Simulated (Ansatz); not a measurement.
# ZnS (F-43m) in Ansatz: notebook, part 2 of 2

Ansatz 0.2.0.

### 3 Single point, B3LYP, 18.54 Å³/atom (volume scaled by 0.94)

input.yaml reads:

```yaml
crystal:
  lattice:
    - [0.0, 2.6468416657, 2.6468416657]
    - [2.6468416657, 0.0, 2.6468416657]
    - [2.6468416657, 2.6468416657, 0.0]
  atoms:
    - { symbol: Zn, position: [0.75, 0.75, 0.75] }
    - { symbol: S, position: [0.0, 0.0, 0.0] }
hamiltonian:
  xc: b3lyp
  pseudopotentials: { kind: paw }
kpoints:
  mp_grid: { grid: [5, 5, 5] }
scf:
  occupations: { method: fermi_dirac, width: 0.05 }
output:
  forces: true
  stress: true
  eigenvalues: true
```

Potentials or basis: Ansatz PAW.

Started as:

```bash
ansatz run input.yaml --threads 2 --pin off --max-ram 5632MiB --backend cpu --events-out ev --progress --plain --runs-dir out
```

Log:

```text
Warning: output.stress: scf.convergence.dr2_threshold = 1e-7 eV (the SCF's general default) is looser than the 2e-10 eV advised for a printed stress (1e-10 eV for each atom of the cell: 2). What an SCF threshold leaves in a stress goes as its square root, and in the free energy as the threshold itself, and one threshold admits the most on a small cell: of the crystals measured, under no hybrid functional and no lock of the moments, on runs that ended without the residual-converged pass, on stresses that held no estimate of that error, the worst erred by over 100 MPa in a component at 1e-7 eV an atom and by under 5 at 1e-10. Set scf.convergence.dr2_threshold to 2e-10 eV or tighter. The threshold is an SCF's pass mark: one that does not reach it within its budget of iterations ends unconverged, or closes short of it on a stop that the run arms, and scf.convergence.dr2_threshold's page says what that costs each kind of run
Warning: output.stress: scf.exx.energy_threshold = 1e-6 eV is looser than the 2e-8 eV advised for a stress under a hybrid functional (1e-8 eV for each atom of the cell: 2). Every SCF of the exchange loop can meet its threshold on dr2 while the loop round them stops early: no threshold on dr2 bounds what that leaves in the stress. Set scf.exx.energy_threshold to 2e-8 eV or tighter. The threshold is the loop's pass mark: a loop that does not reach it within its budget of cycles ends unconverged, and scf.exx.energy_threshold's page has the law
Warning: RAYON_NUM_THREADS=2 ignored (pool sized by the plan → 2); use --threads N
Engine: ansatz 0.2.0, x86_64-unknown-linux-gnu
Pseudopotentials: kind: paw
Pseudopotential: Zn, paw, valence charge 12, recommended cutoff 420 eV (normal), Zn.paw.azcp
[... 84 lines left out ...]
--- Stress (GPa, compression-positive) ---
        9.840677       0.000000       0.000000
        0.000000       9.840677       0.000000
       -0.000000       0.000000       9.840677
  P = ⅓ Tr σ = 9.8407 GPa (98.407 kbar)
--- Band table (eV; the first three rows and the last of 10) ---
  k-point 0: bands = ["-8.6705", "-2.0711", "-2.0711", "-2.0711", "-1.5651", "-1.5651", "5.9014", "5.9014", "5.9014", "9.8378", "13.9197", "13.9197", "13.9197"]
  k-point 1: bands = ["-8.3387", "-2.0205", "-2.0205", "-2.0152", "-1.5669", "-1.5669", "3.5088", "5.5164", "5.5164", "11.0851", "14.2076", "14.4919", "14.4919"]
  k-point 2: bands = ["-7.7099", "-1.9575", "-1.9575", "-1.5827", "-1.5438", "-1.5438", "0.5845", "4.9847", "4.9847", "10.9766", "14.5304", "14.5304", "16.4279"]
  k-point 9: bands = ["-7.3228", "-1.9017", "-1.8356", "-1.6607", "-1.5481", "-1.2206", "0.8885", "2.6561", "3.5551", "12.9672", "13.5303", "14.8211", "17.7481"]
```

Wall time 7.3 s (2 threads of Intel Xeon Platinum 8488C (Sapphire Rapids), shared host); peak memory 0.82 GiB.

Results:

```yaml
Free_energy: -4235.7259 eV
Pressure: 9.8 GPa
Band_gap_on_the_k_mesh: 3.94 eV, direct
```

Caveat: odd divisions of the mesh miss points on the zone boundary, where band edges often lie, so the gap on the mesh can be too wide; the PAW data sets come from PBE, with cores solved anew for the run's functional, which leaves a small shift of forces and pressure; the thresholds are loose for stress.

### 4 Single point, B3LYP, 18.94 Å³/atom (volume scaled by 0.96)

input.yaml, as its differences from that of step 3:

```diff
@@ -2,5 +2,5 @@
   lattice:
-    - [0.0, 2.6468416657, 2.6468416657]
-    - [2.6468416657, 0.0, 2.6468416657]
-    - [2.6468416657, 2.6468416657, 0.0]
+    - [0.0, 2.6654820099, 2.6654820099]
+    - [2.6654820099, 0.0, 2.6654820099]
+    - [2.6654820099, 2.6654820099, 0.0]
   atoms:
@@ -19 +19,5 @@
   eigenvalues: true
+  write_density: true
+  write_potential: true
+  elf: true
+  volumetric_format: npy
```

Started as:

```bash
ansatz run input.yaml --threads 2 --pin off --max-ram 5632MiB --backend cpu --events-out ev --progress --plain --runs-dir out
```

Wall time 7.6 s (2 threads of Intel Xeon Platinum 8488C (Sapphire Rapids), shared host); peak memory 0.81 GiB.

It converged, with:

```yaml
Free_energy: -4235.7689 eV
Pressure: 7.6 GPa
Band_gap_on_the_k_mesh: 3.83 eV, direct
```

Caveat: odd divisions of the mesh miss points on the zone boundary, where band edges often lie, so the gap on the mesh can be too wide; the PAW data sets come from PBE, with cores solved anew for the run's functional, which leaves a small shift of forces and pressure; the thresholds are loose for stress.

### 5 Single point, B3LYP, 19.33 Å³/atom (volume scaled by 0.98)

input.yaml reads:

```yaml
crystal:
  lattice:
    - [0.0, 2.6838652254, 2.6838652254]
    - [2.6838652254, 0.0, 2.6838652254]
    - [2.6838652254, 2.6838652254, 0.0]
  atoms:
    - { symbol: Zn, position: [0.75, 0.75, 0.75] }
    - { symbol: S, position: [0.0, 0.0, 0.0] }
hamiltonian:
  xc: b3lyp
  pseudopotentials: { kind: paw }
kpoints:
  mp_grid: { grid: [5, 5, 5] }
scf:
  occupations: { method: fermi_dirac, width: 0.05 }
output:
  forces: true
  stress: true
  eigenvalues: true
```

Started as:

```bash
ansatz run input.yaml --threads 2 --pin off --max-ram 5632MiB --backend cpu --events-out ev --progress --plain --runs-dir out
```

It took 7.6 s on 2 threads of Intel Xeon Platinum 8488C (Sapphire Rapids), shared host; peak memory 0.81 GiB.

Results (log left out):

```yaml
Free_energy: -4235.8016 eV
Pressure: 5.7 GPa
Band_gap_on_the_k_mesh: 3.72 eV, direct
```

Caveat: odd divisions of the mesh miss points on the zone boundary, where band edges often lie, so the gap on the mesh can be too wide; the PAW data sets come from PBE, with cores solved anew for the run's functional, which leaves a small shift of forces and pressure; the thresholds are loose for stress.

### 6 Single point, B3LYP, 19.73 Å³/atom

input.yaml, as its differences from that of step 5:

```diff
@@ -2,5 +2,5 @@
   lattice:
-    - [0.0, 2.6838652254, 2.6838652254]
-    - [2.6838652254, 0.0, 2.6838652254]
-    - [2.6838652254, 2.6838652254, 0.0]
+    - [0.0, 2.702, 2.702]
+    - [2.702, 0.0, 2.702]
+    - [2.702, 2.702, 0.0]
   atoms:
```

Potentials or basis: Ansatz PAW.

Started as:

```bash
ansatz run input.yaml --threads 2 --pin off --max-ram 5632MiB --backend cpu --events-out ev --progress --plain --runs-dir out
```

It took 7.4 s on 2 threads of Intel Xeon Platinum 8488C (Sapphire Rapids), shared host; peak memory 0.82 GiB.

Results (log left out):

```yaml
Free_energy: -4235.8251 eV
Pressure: 3.9 GPa
Band_gap_on_the_k_mesh: 3.62 eV, direct
```

Caveat: odd divisions of the mesh miss points on the zone boundary, where band edges often lie, so the gap on the mesh can be too wide; the PAW data sets come from PBE, with cores solved anew for the run's functional, which leaves a small shift of forces and pressure; the thresholds are loose for stress.

### 7 Single point, B3LYP, 20.12 Å³/atom (volume scaled by 1.02)

input.yaml, as its differences from that of step 6:

```diff
@@ -2,5 +2,5 @@
   lattice:
-    - [0.0, 2.702, 2.702]
-    - [2.702, 0.0, 2.702]
-    - [2.702, 2.702, 0.0]
+    - [0.0, 2.7198945612, 2.7198945612]
+    - [2.7198945612, 0.0, 2.7198945612]
+    - [2.7198945612, 2.7198945612, 0.0]
   atoms:
```

Started as:

```bash
ansatz run input.yaml --threads 2 --pin off --max-ram 5632MiB --backend cpu --events-out ev --progress --plain --runs-dir out
```

Wall time 7.4 s (2 threads of Intel Xeon Platinum 8488C (Sapphire Rapids), shared host); peak memory 0.83 GiB.

The run converged. Its results:

- Free energy: -4235.8402 eV
- Pressure: 2.3 GPa
- Band gap on the k mesh: 3.51 eV, direct

Caveat: odd divisions of the mesh miss points on the zone boundary, where band edges often lie, so the gap on the mesh can be too wide; the PAW data sets come from PBE, with cores solved anew for the run's functional, which leaves a small shift of forces and pressure; the thresholds are loose for stress.

### 8 Single point, B3LYP, 20.52 Å³/atom (volume scaled by 1.04)

input.yaml, as its differences from that of step 7:

```diff
@@ -2,5 +2,5 @@
   lattice:
-    - [0.0, 2.7198945612, 2.7198945612]
-    - [2.7198945612, 0.0, 2.7198945612]
-    - [2.7198945612, 2.7198945612, 0.0]
+    - [0.0, 2.7375567091, 2.7375567091]
+    - [2.7375567091, 0.0, 2.7375567091]
+    - [2.7375567091, 2.7375567091, 0.0]
   atoms:
```

Started as:

```bash
ansatz run input.yaml --threads 2 --pin off --max-ram 5632MiB --backend cpu --events-out ev --progress --plain --runs-dir out
```

It took 8.1 s on 2 threads of Intel Xeon Platinum 8488C (Sapphire Rapids), shared host; peak memory 0.9 GiB.

Results (log left out):

| Quantity | Value |
| --- | --- |
| Free energy | -4235.8478 eV |
| Pressure | 0.8 GPa |
| Band gap on the k mesh | 3.42 eV, direct |

Caveat: odd divisions of the mesh miss points on the zone boundary, where band edges often lie, so the gap on the mesh can be too wide; the PAW data sets come from PBE, with cores solved anew for the run's functional, which leaves a small shift of forces and pressure; the thresholds are loose for stress.

### 9 Single point, B3LYP, 20.91 Å³/atom (volume scaled by 1.06)

input.yaml, as its differences from that of step 8:

```diff
@@ -2,5 +2,5 @@
   lattice:
-    - [0.0, 2.7375567091, 2.7375567091]
-    - [2.7375567091, 0.0, 2.7375567091]
-    - [2.7375567091, 2.7375567091, 0.0]
+    - [0.0, 2.7549938462, 2.7549938462]
+    - [2.7549938462, 0.0, 2.7549938462]
+    - [2.7549938462, 2.7549938462, 0.0]
   atoms:
```

Potentials or basis: Ansatz PAW.

Started as:

```bash
ansatz run input.yaml --threads 2 --pin off --max-ram 5632MiB --backend cpu --events-out ev --progress --plain --runs-dir out
```

Run time: 8.2 s. Hardware: 2 threads of Intel Xeon Platinum 8488C (Sapphire Rapids), shared host; peak memory 0.89 GiB.

Results (log left out):

```yaml
Free_energy: -4235.8485 eV
Pressure: -0.5 GPa
Band_gap_on_the_k_mesh: 3.32 eV, direct
```

Caveat: odd divisions of the mesh miss points on the zone boundary, where band edges often lie, so the gap on the mesh can be too wide; the PAW data sets come from PBE, with cores solved anew for the run's functional, which leaves a small shift of forces and pressure; the thresholds are loose for stress.

### 10 Equation of state, B3LYP

No new run: the results of the series are fitted here.

What came out:

```
Equilibrium volume                      : 20.76 Å³/atom
Bulk modulus                            : 68 GPa
Pressure derivative of the bulk modulus : 4.3
```

Energy against volume, from the lowest point:
| volume (Å³/atom) | energy (meV/atom) |
| --- | --- |
| 18.543 | 61.30 |
| 18.938 | 39.81 |
| 19.332 | 23.46 |
| 19.727 | 11.73 |
| 20.121 | 4.17 |
| 20.516 | 0.35 |
| 20.910 | 0.00 |

Caveat: the k mesh is coarse (spacing up to 0.40 Å⁻¹), so the values aren't converged, least of all with exact exchange; the potentials were made for another functional, which shifts forces and pressure. Zero-point motion and thermal expansion aren't in these numbers.

### 11 Against experiment

Step 2. Against the measured gap of ZnS, 3.85 eV (direct; 19 K; quoted in “Electronic, vibrational, and thermodynamic properties of ZnS (zincblende and rocksalt structure)”, 2009, arxiv:0911.5022), the calculated 3.62 eV is off by -0.23 eV. The value is that of B3LYP, without temperature or zero-point motion.
